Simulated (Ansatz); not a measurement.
Input and command of a plane-wave DFT calculation in Ansatz:

```yaml
crystal:
  lattice:
    - [3.8087369152, 0.0, 0.0]
    - [-1.9043684576, 3.2984629249, 0.0]
    - [0.0, 0.0, 12.4664651431]
  atoms:
    - { symbol: Zn, position: [0.0, 0.0, -0.007639524] }
    - { symbol: Zn, position: [0.0, 0.0, 0.5078683088] }
    - { symbol: Zn, position: [0.3333333333, 0.6666666667, 0.2463422772] }
    - { symbol: Zn, position: [0.6666666667, 0.3333333333, 0.7537989576] }
    - { symbol: S, position: [0.0, 0.0, 0.2113007037] }
    - { symbol: S, position: [0.0, 0.0, 0.6631715835] }
    - { symbol: S, position: [0.3333333333, 0.6666666667, 0.4342692161] }
    - { symbol: S, position: [0.6666666667, 0.3333333333, 0.9408884771] }
basis:
  ecutwfc: 500
kpoints:
  mp_grid: { grid: [6, 6, 2] }
hamiltonian:
  xc: r2scan
scf:
  occupations: { method: gaussian, width: 0.05 }
output:
  forces: true
  stress: true
  eigenvalues: true
```

```bash
ansatz run input.yaml --threads 2 --pin off --max-ram 5120MiB --backend cpu --events-out ev --progress --plain --runs-dir out
```

Processor: Intel(R) Xeon(R) 6975P-C (Granite Rapids), 2 threads, on a host shared with other jobs.

Q: How long does it run, and how much memory does it take?

A: About 6 s on 2 threads of Intel(R) Xeon(R) 6975P-C (Granite Rapids), on a shared host, peak memory 0.75 GiB. It solves 44 bands at 14 k points (the mesh reduced by symmetry) with about 3903 plane waves, in 10 SCF iterations.
